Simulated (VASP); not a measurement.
BaTiO3:

```xyz
5
Lattice="3.9998 0.0000 0.0000 0.0000 3.9998 0.0000 0.0000 0.0000 4.0180" Properties=species:S:1:pos:R:3 pbc="T T T"
Ba    0.0000    0.0000    0.0000
Ti    1.9999    1.9999    1.9688
O     0.0000    1.9999    2.0773
O     1.9999    0.0000    2.0773
O     1.9999    1.9999    0.0763
```

- Program: VASP 6.6.1
- Task: relaxation of cell and atoms
- Functional: LDA
- Potentials or basis: VASP PAW LDA potentials, release 64 (Ba_sv, Ti_sv, O)
- Cutoff: 600 eV
- k mesh: 7 × 7 × 7
- Occupations: fermi-dirac, width 0.05 eV
- Spin: no spin polarisation

At the start: pressure -6.7 GPa; volume 12.86 Å³/atom.

Q: How do energy, volume and symmetry change on relaxing?

A: Over 7 steps the energy falls by 10.9 meV/atom and the volume is 12.40 Å³/atom (-3.6 %); space group P4mm (No. 99, to 0.05 Å).

Step by step:
| step | energy change (eV) | largest force (eV/Å) | pressure (GPa) | volume (Å³) |
| --- | --- | --- | --- | --- |
| 1 | 0.0000 | 0.3674 | -6.68 | 64.28 |
| 2 | 0.0171 | 0.4597 | 9.05 | 59.42 |
| 3 | -0.0533 | 0.0658 | 0.00 | 61.95 |
| 4 | -0.0533 | 0.0644 | 0.15 | 61.90 |
| 5 | -0.0545 | 0.0409 | 0.14 | 61.90 |
| 6 | -0.0546 | 0.0340 | 0.13 | 61.91 |
| 7 | -0.0547 | 0.0183 | -0.10 | 62.00 |

Final structure:
```
Ba Ti O
1.0
     3.94213    0.00000    0.00000
     0.00000    3.94213    0.00000
     0.00000    0.00000    3.98940
Ba Ti O
1 1 3
Cartesian
  0.0000 0.0000 0.0065
  1.9711 1.9711 1.9530
  0.0000 1.9711 2.0542
  1.9711 0.0000 2.0542
  1.9711 1.9711 0.0877
```
